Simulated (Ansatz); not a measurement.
Input and command of a plane-wave DFT calculation in Ansatz:

```yaml
crystal:
  lattice:
    - [0.0, 1.9808142351, 1.9808142351]
    - [1.9808142351, 0.0, 1.9808142351]
    - [1.9808142351, 1.9808142351, 0.0]
  atoms:
    - { symbol: Mo, position: [0.0, 0.0, 0.0] }
basis:
  ecutwfc: 420
kpoints:
  mp_grid: { grid: [18, 18, 18] }
hamiltonian:
  xc: pbe
scf:
  occupations: { method: gaussian, width: 0.1 }
output:
  forces: true
  stress: true
  eigenvalues: true
```

```bash
ansatz run input.yaml --threads 1 --pin off --max-ram 2560MiB --backend cpu --events-out ev --progress --plain --runs-dir out
```

Processor: Intel(R) Xeon(R) Platinum 8488C (Sapphire Rapids), 1 thread, on a host shared with other jobs.

How long does it run, and how much memory does it take?

About 1.4 s on 1 thread of Intel(R) Xeon(R) Platinum 8488C (Sapphire Rapids), with other jobs on the host, peak memory 0.35 GiB. It solves 11 bands at 195 k points (the mesh reduced by the symmetry that the task leaves, which can be less than the crystal's) with about 307 plane waves, in 6 SCF iterations.
